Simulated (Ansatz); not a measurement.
ZnSe (Stilleite): electrostatic potential with revPBE+D4

ZnSe (Stilleite):

```
Se Zn
1.0
     0.00000    2.75612    2.75612
     2.75612    0.00000    2.75612
     2.75612    2.75612    0.00000
Se Zn
1 1
Cartesian
  4.1342 4.1342 4.1342
  0.0000 0.0000 0.0000
```

The cell isn't the ideal one: volume scaled by 0.92.

```json
{
 "Program": "Ansatz 0.2.0",
 "Task": "electrostatic potential",
 "Functional": "revPBE",
 "Dispersion": "D4",
 "Potentials or basis": "PseudoDojo standard (PBE files)",
 "Cutoff": "1170 eV",
 "Density cutoff": "4680 eV",
 "k mesh": "10 × 10 × 10",
 "Occupations": "tetrahedron",
 "Spin": "spin-orbit coupling, no magnetisation"
}
```

| Quantity | Value |
| --- | --- |
| Pressure | 5.9 GPa |
| Band gap on the k mesh | 1.64 eV, direct |

Levels at points of the mesh, in eV from the valence-band top:
```csv
k point,band 32,band 33,band 34,band 35,band 36,band 37,band 38,band 39,band 40,band 41
"(0.00, 0.00, 0.00)",-0.38,0.00,0.00,0.00,0.00,1.64,1.64,5.59,5.59,5.74
"(0.00, 0.00, -0.50)",-5.88,-1.23,-1.23,-1.01,-1.01,2.66,2.66,6.24,6.24,6.29
"(0.00, -0.50, -0.50)",-5.21,-2.70,-2.70,-2.53,-2.53,2.73,2.73,3.38,3.38,11.31
```

Wall time 81 s on 1 thread of Arm Neoverse V1, with other jobs on the host, peak memory 0.8 GiB.

Caveat: the potentials were made for another functional, which shifts forces and pressure; with tetrahedron occupations forces and stress needn't match the slope of the energy.
